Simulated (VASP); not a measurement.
Ge: RPA correlation energy with PBE

Crystal: Ge.

```xyz
2
Lattice="1.4881 -2.5947 0.0000 1.4881 2.5947 0.0000 0.0000 0.0000 4.7276" Properties=species:S:1:pos:R:3 pbc="T T T"
Ge    1.4881    0.8643    1.1819
Ge    1.4881   -0.8643    3.5457
```

This isn't the form of Ge at room conditions, which is diamond.

- Program: VASP 6.6.1
- Task: RPA correlation energy
- Functional: PBE
- Potentials or basis: VASP PAW PBE potentials, release 64 (Ge_d_GW)
- Cutoff: 400 eV
- k mesh: 5 × 5 × 3
- Occupations: gaussian, width 0.05 eV
- Spin: no spin polarisation
- Cutoff of the response function: 200
- Frequency points: 12
- Further INCAR settings: ALGO = ACFDT; EDIFF = 1e-08; NBANDS = 681

```
Band gap on the k mesh, mean-field level : none (metal or under the smearing width)
RPA correlation energy                   : -11.465 eV/atom
RPA total energy per cell                : -36.692 eV
RPA correlation energy per cell          : -22.930 eV
```

Levels at points of the mesh, in eV from the Fermi level:
```
           k point  band 12  band 13  band 14  band 15  band 16  band 17
(0.00, 0.00, 0.00)    -7.30    -5.36     6.78     6.90     8.86     8.98
```

Run time: 43 min on 1 thread of Intel(R) Xeon(R) Platinum 8375C CPU @ 2.90GHz (Ice Lake), with other jobs on the host, peak memory 0.82 GiB.

Caveat: the k mesh is coarse (spacing up to 0.49 Å⁻¹), so the values aren't converged; the ground state has no gap, which makes the many-body step unreliable.
